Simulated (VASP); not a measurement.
# SnTe (Fm-3m) in VASP: notebook

Runs on SnTe. Level: PBE. Tasks: relaxation of cell and atoms.

Program: VASP 6.6.1. These are calculated values, not measurements. Logs are shortened: lines on timing, memory, paths and dates and some standing lists are left out, and cuts for length are marked.

## 1. The crystal as given

It takes space group Fm-3m (No. 225, cubic). The conventional cell has a = 6.302 Å, b = 6.302 Å, c = 6.302 Å, α = 90.00°, β = 90.00°, γ = 90.00°. Sn (site symmetry m-3m) has 6 Te at 3.15 Å as nearest neighbours. Around Te (site symmetry m-3m) lie 6 Sn at 3.15 Å.

## 2. Relaxation of cell and atoms, PBE

File INCAR:

```
PREC = Accurate
ENCUT = 520
EDIFF = 1E-7
ISMEAR = 0
SIGMA = 0.02
LREAL = False
LASPH = True
NELM = 80
ALGO = Normal
ISIF = 3
LWAVE = False
LCHARG = False
GGA = PE
IBRION = 2
NSW = 80
EDIFFG = -0.002
```

File KPOINTS:

```
regular mesh
0
Gamma
  8 8 8
```

File POSCAR:

```
SnTe
1.0
    0.0000000000      3.1508500000      3.1508500000
    3.1508500000      0.0000000000      3.1508500000
    3.1508500000      3.1508500000      0.0000000000
Sn Te
1 1
Direct
    0.0000000000      0.0000000000      0.0000000000
    0.5000000000      0.5000000000      0.5000000000
```

Potentials or basis: VASP PAW PBE potentials, release 64 (Sn, Te).

Run with:

```
cat potpaw_PBE.64/Sn/POTCAR potpaw_PBE.64/Te/POTCAR > POTCAR
mpirun -np 1 vasp_std > vasp.out
```

OUTCAR:

```text
PREC = Accurate
   ENCUT = 520
   EDIFF = 1E-7
   ISMEAR = 0
   LREAL = False
   LASPH = True
   NELM = 80
   ISIF = 3
   GGA = PE
   IBRION = 2
   NSW = 80
   EDIFFG = -0.002

 ion  position               nearest neighbor table
   1  0.000  0.000  0.000-   2 3.15   2 3.15   2 3.15   2 3.15   2 3.15   2 3.15
   2  0.500  0.500  0.500-   1 3.15   1 3.15   1 3.15   1 3.15   1 3.15   1 3.15

  LATTYP: Found a face centered cubic cell.
 ALAT       =     6.3017000000

  Lattice vectors:

 A1 = (   0.0000000000,   3.1508500000,   3.1508500000)
 A2 = (   3.1508500000,   0.0000000000,   3.1508500000)
 A3 = (   3.1508500000,   3.1508500000,   0.0000000000)

Analysis of symmetry for initial positions (statically):
=====================================================================
 Subroutine PRICEL returns:
 Original cell was already a primitive cell.

 Routine SETGRP: Setting up the symmetry group for a
 face centered cubic supercell.

 Subroutine GETGRP returns: Found 48 space group operations
 (whereof 48 operations were pure point group operations)
 out of a pool of 48 trial point group operations.

The static configuration has the point symmetry O_h .

Analysis of symmetry for dynamics (positions and initial velocities):
=====================================================================
 Subroutine PRICEL returns:
 Original cell was already a primitive cell.

 Routine SETGRP: Setting up the symmetry group for a
 face centered cubic supercell.

 Subroutine GETGRP returns: Found 48 space group operations
 (whereof 48 operations were pure point group operations)
 out of a pool of 48 trial point group operations.

The dynamic configuration has the point symmetry O_h .

 Subroutine INISYM returns: Found 48 space group operations
 (whereof 48 operations are pure point group operations),
 and found     1 'primitive' translations

----------------------------------------------------------------------------------------

                                     Primitive cell

  volume of cell :      62.5624

  direct lattice vectors                    reciprocal lattice vectors
     0.000000000  3.150850000  3.150850000    -0.158687338  0.158687338  0.158687338
     3.150850000  0.000000000  3.150850000     0.158687338 -0.158687338  0.158687338
     3.150850000  3.150850000  0.000000000     0.158687338  0.158687338 -0.158687338

  length of vectors
     4.455974803  4.455974803  4.455974803     0.274854533  0.274854533  0.274854533

  position of ions in fractional coordinates (direct lattice)
     0.000000000  0.000000000  0.000000000
     0.500000000  0.500000000  0.500000000

  ion indices of the primitive-cell ions
   primitive index   ion index
                 1           1
                 2           2

----------------------------------------------------------------------------------------

 KPOINTS: regular mesh

Automatic generation of k-mesh.
 Grid dimensions read from file:
 generate k-points for:    8    8    8

 Generating k-lattice:

  Cartesian coordinates                     Fractional coordinates (reciprocal lattice)
    -0.019835917  0.019835917  0.019835917     0.125000000  0.000000000  0.000000000
     0.019835917 -0.019835917  0.019835917     0.000000000  0.125000000  0.000000000
     0.019835917  0.019835917 -0.019835917     0.000000000  0.000000000  0.125000000

  Length of vectors
     0.034356817  0.034356817  0.034356817

  Shift w.r.t. Gamma in fractional coordinates (k-lattice)
     0.000000000  0.000000000  0.000000000

 Subroutine IBZKPT returns following result:
 ===========================================

 Found     29 irreducible k-points:

 Following reciprocal coordinates:
            Coordinates               Weight
  0.000000  0.000000  0.000000      1.000000
  0.125000  0.000000  0.000000      8.000000
  0.250000  0.000000  0.000000      8.000000
  0.375000  0.000000  0.000000      8.000000
  0.500000  0.000000  0.000000      4.000000
  0.125000  0.125000  0.000000      6.000000
[... 16 lines left out ...]
  0.500000  0.250000  0.125000     48.000000
 -0.375000  0.250000  0.125000     24.000000
 [... further k-points ...]
   k-points           NKPTS =     29   k-points in BZ     NKDIM =     29   number of bands    NBANDS=      9
   number of dos      NEDOS =    301   number of ions     NIONS =      2
   total plane-waves  NPLWV =  46656
   dimension x,y,z NGX =    36 NGY =   36 NGZ =   36
   dimension x,y,z NGXF=    72 NGYF=   72 NGZF=   72
   ions per type =               1   1
   NGX,Y,Z   is equivalent  to a cutoff of  13.43, 13.43, 13.43 a.u.
   NGXF,Y,Z  is equivalent  to a cutoff of  26.86, 26.86, 26.86 a.u.
 SYSTEM =  unknown system
   PREC   = accura    normal or accurate (medium, high low for compatibility)
   ISTART =      0    job   : 0-new  1-cont  2-samecut
   ICHARG =      2    charge: 1-file 2-atom 10-const
   ISPIN  =      1    spin polarized calculation?
   LNONCOLLINEAR =      F non collinear calculations
   LSORBIT =      F    spin-orbit coupling
   LASPH  =      T    aspherical Exc in radial PAW
   ENCUT  =  520.0 eV  38.22 Ry    6.18 a.u.   8.29  8.29  8.29*2*pi/ulx,y,z
   NELM   =     80;   NELMIN=  2; NELMDL= -5     # of ELM steps
   EDIFF  = 0.1E-06   stopping-criterion for ELM
   LREAL  =      F    real-space projection
   EDIFFG = -.2E-02   stopping-criterion for IOM
   NSW    =     80    number of steps for IOM
   IBRION =      2    ionic relax: 0-MD 1-quasi-New 2-CG
   NFREE  =      1    steps in history (QN), initial steepest desc. (CG)
   ISIF   =      3    stress and relaxation
   ISYM   =      2    0-nonsym 1-usesym 2-fastsym
   POTIM  = 0.5000    time-step for ionic-motion
   TEBEG  =    0.0;   TEEND  =   0.0 temperature during run
   PSTRESS=    0.0 pullay stress
   NELECT =      10.0000    total number of electrons
   NUPDOWN=      -1.0000    fix difference up-down
   EMIN   =  10.00;   EMAX   =-10.00  energy-range for DOS
   EFERMI =   0.00;   METHOD = LEGACY
   ISMEAR =     0;   SIGMA  =   0.02  broadening in eV -4-tet -1-fermi 0-gaus
   EFERMI_NEDOS =   21; number of points for ismear=-14 and -15
   IALGO  =     38    algorithm
   IMIX   =      4    mixing-type and parameters
     AMIX     =   0.40;   BMIX     =  1.00
     AMIX_MAG =   1.60;   BMIX_MAG =  1.00
  volume/ion in A,a.u.               =      31.28       211.10
  Fermi-wavevector in a.u.,A,eV,Ry     =   0.888458  1.678943 10.739872  0.789358
  Thomas-Fermi vector in A             =   2.009891
   LORBIT       =      0    0 simple, 1 ext, 2 COOP (PROOUT), +10 PAW based schemes
   GGA     = PE    functional components
   LHFCALC =     F    Hartree Fock is set to
   AEXX    =    0.0000 exact exchange contribution
   IVDW    =     0    specifies the selected vdW correction
   LEPSILON=     F    determine dielectric tensor
   LRPA    =     F    only Hartree local field effects (RPA)
 conjugate gradient relaxation of ions
 non-spin polarized calculation
 Gauss-broadening in eV      SIGMA  =   0.02
  energy-cutoff  :      520.00
  volume of cell :       62.56
 maximum number of plane-waves:      1708
 NGX is ok and might be reduce to    36
   NGX = 17   NGY = 17   NGZ = 17

--------------------------------------- Ionic step        1  -------------------------------------------

 number of electron      10.0000000 magnetization

 Free energy of the ion-electron system (eV)
  ---------------------------------------------------
  ext. energy  EPLUGINS =         0.00000000
  ---------------------------------------------------
  free energy    TOTEN  =        -7.53894579 eV

  energy without entropy =       -7.53894509  energy(sigma->0) =       -7.53894544

 E-fermi :   5.8341     XC(G=0):  -9.4273

 val. band max:        5.7870823414   @ k =   0.5000   0.0000   0.0000
 cond. band min:       5.8811447653   @ k =   0.5000   0.0000   0.0000
 fundamental gap:      0.0940624239
 Fermi energy:         5.8341135446

 k-point     1 :       0.0000    0.0000    0.0000
  band No.  band energies     occupation
      1      -7.0298      2.00000
      2       1.1025      2.00000
      3       3.6300      2.00000
      4       3.6300      2.00000
      5       3.6300      2.00000
      6       9.1286      0.00000
      7       9.1286      0.00000
      8       9.1286      0.00000
      9      10.5175      0.00000

 k-point     2 :       0.1250    0.0000    0.0000
  band No.  band energies     occupation
      1      -6.8981      2.00000
      2       0.3891      2.00000
      3       3.6521      2.00000
      4       3.6521      2.00000
      5       4.1306      2.00000
      6       8.4469      0.00000
      7       8.4469      0.00000
      8       8.4800      0.00000
      9      10.4639      0.00000
[... 394 lines left out ...]
 POSITION                                       TOTAL-FORCE (eV/Angst)
 -----------------------------------------------------------------------------------
      0.00000      3.20402      3.20402         0.000000      0.000000     -0.000000
      3.20402      3.20402      3.20402        -0.000000     -0.000000      0.000000
 -----------------------------------------------------------------------------------
    total drift:                                0.000000      0.000000      0.000000

  FREE ENERGIE OF THE ION-ELECTRON SYSTEM (eV)
  ---------------------------------------------------
  free  energy   TOTEN  =        -7.5595595923 eV

  energy  without entropy=       -7.5595271559  energy(sigma->0) =       -7.55954337

--------------------------------------- Ionic step        5  -------------------------------------------

 number of electron      10.0000000 magnetization

 Free energy of the ion-electron system (eV)
  ---------------------------------------------------
  ext. energy  EPLUGINS =         0.00000000
  ---------------------------------------------------
  free energy    TOTEN  =        -7.55956129 eV

  energy without entropy =       -7.55952616  energy(sigma->0) =       -7.55954373

 E-fermi :   5.2401     XC(G=0):  -9.2066

 val. band max:        5.2146577364   @ k =   0.5000   0.0000   0.0000
 cond. band min:       5.2654625410   @ k =   0.5000   0.0000   0.0000
 fundamental gap:      0.0508048046
 Fermi energy:         5.2400601386

 k-point     1 :       0.0000    0.0000    0.0000
  band No.  band energies     occupation
      1      -7.2214      2.00000
      2       0.3559      2.00000
      3       3.2129      2.00000
      4       3.2129      2.00000
      5       3.2129      2.00000
      6       8.4656      0.00000
      7       8.4656      0.00000
      8       8.4656      0.00000
      9      10.0551      0.00000

 k-point     2 :       0.1250    0.0000    0.0000
  band No.  band energies     occupation
      1      -7.0996      2.00000
      2      -0.2332      2.00000
      3       3.2353      2.00000
      4       3.2353      2.00000
      5       3.6130      2.00000
      6       7.8400      0.00000
      7       7.8400      0.00000
      8       7.8496      0.00000
      9       9.9999      0.00000
[... 286 lines left out ...]
 POSITION                                       TOTAL-FORCE (eV/Angst)
 -----------------------------------------------------------------------------------
      3.20356      0.00000      3.20356         0.000000      0.000000      0.000000
      3.20356      3.20356      3.20356        -0.000000     -0.000000     -0.000000
 -----------------------------------------------------------------------------------
    total drift:                                0.000000      0.000000      0.000000

  FREE ENERGIE OF THE ION-ELECTRON SYSTEM (eV)
  ---------------------------------------------------
  free  energy   TOTEN  =        -7.5595612900 eV

  energy  without entropy=       -7.5595261608  energy(sigma->0) =       -7.55954373

 reached required accuracy - stopping structural energy minimisation
```

Run time: 34 s. Hardware: 1 thread of Intel Xeon Platinum 8559C (Emerald Rapids), shared host; peak memory 0.22 GiB.

What came out:

```yaml
Free_energy: -7.5596 eV
Relaxed_volume: 32.88 Å³/atom
Relaxed_cell: a = 4.531 Å, b = 4.531 Å, c = 4.531 Å, α = 60.00°, β = 60.00°, γ = 60.00°
Space_group_after_relaxing_to_0.05_Å: Fm-3m (No. 225)
Energy_gained_by_relaxing: 10.3 meV/atom
Ionic_steps: 5
Pressure_after_relaxing: 0.0 GPa
Band_gap_on_the_k_mesh: 0.05 eV, direct
```

The path:
```
step  energy change (eV)  largest force (eV/Å)  pressure (GPa)  volume (Å³)
   1              0.0000                0.0000            2.20        62.56
   2             -0.0195                0.0000           -0.46        66.53
   3             -0.0206                0.0000            0.02        65.72
   4             -0.0206                0.0000           -0.02        65.78
   5             -0.0206                0.0000            0.00        65.75
```

Final structure:
```xyz
2
Lattice="0.0000 3.2036 3.2036 3.2036 0.0000 3.2036 3.2036 3.2036 0.0000" Properties=species:S:1:pos:R:3 pbc="T T T"
Sn    3.2036    0.0000    3.2036
Te    3.2036    3.2036    3.2036
```

Levels at points of the mesh, in eV from the valence-band top:
```
           k point  band 3  band 4  band 5  band 6  band 7  band 8
(0.00, 0.00, 0.00)   -2.00   -2.00   -2.00    3.25    3.25    3.25
(0.50, 0.00, 0.00)   -1.68   -1.68    0.00    0.05    0.45    0.45
(0.50, 0.50, 0.00)   -5.22   -3.50   -3.50    2.37    4.70    4.70
```

Caveat: spin-orbit coupling is left out, which moves the levels of the heavy elements. PBE usually gives volumes a little too large and moduli too small.

## 3. Relaxation of cell and atoms, PBE

This run uses another cell than the first one, of 32.88 Å³/atom, 1.051 times its volume.

INCAR is that of step 2.

KPOINTS is that of step 2.

File POSCAR:

```
SnTe                                    
1.0
    0.0000000000      3.2035568844      3.2035568844
    3.2035568844      0.0000000000      3.2035568844
    3.2035568844      3.2035568844      0.0000000000
  Sn              Te            
     1     1
Direct
     0.0000000000000000    1.0000000000000000    0.0000000000000000
     0.5000000000000000    0.5000000000000000    0.5000000000000000
```

Potentials or basis: VASP PAW PBE potentials, release 64 (Sn, Te).

Run with:

```
cat potpaw_PBE.64/Sn/POTCAR potpaw_PBE.64/Te/POTCAR > POTCAR
mpirun -np 1 vasp_std > vasp.out
```

It took 14 s on 1 thread of Intel Xeon Platinum 8559C (Emerald Rapids), shared host; peak memory 0.21 GiB.

The run converged. Its results:

```yaml
Free_energy: -7.5596 eV
Pressure_after_relaxing: 0.0 GPa
Band_gap_on_the_k_mesh: 0.05 eV, direct
```

Final structure:
```xyz
2
Lattice="0.0000 3.2036 3.2036 3.2036 0.0000 3.2036 3.2036 3.2036 0.0000" Properties=species:S:1:pos:R:3 pbc="T T T"
Sn    0.0000    0.0000    0.0000
Te    3.2036    3.2036    3.2036
```

Levels at points of the mesh, in eV from the valence-band top:
```csv
k point,band 2,band 3,band 4,band 5,band 6,band 7,band 8,band 9
"(0.00, 0.00, 0.00)",-4.86,-2.00,-2.00,-2.00,3.25,3.25,3.25,4.84
"(0.50, 0.00, 0.00)",-8.07,-1.68,-1.68,0.00,0.05,0.45,0.45,7.65
"(0.50, 0.50, 0.00)",-6.43,-5.22,-3.50,-3.50,2.38,4.70,4.70,6.03
```

Caveat: the relaxation stopped at its first step, so nothing moved; spin-orbit coupling is left out, which moves the levels of the heavy elements.
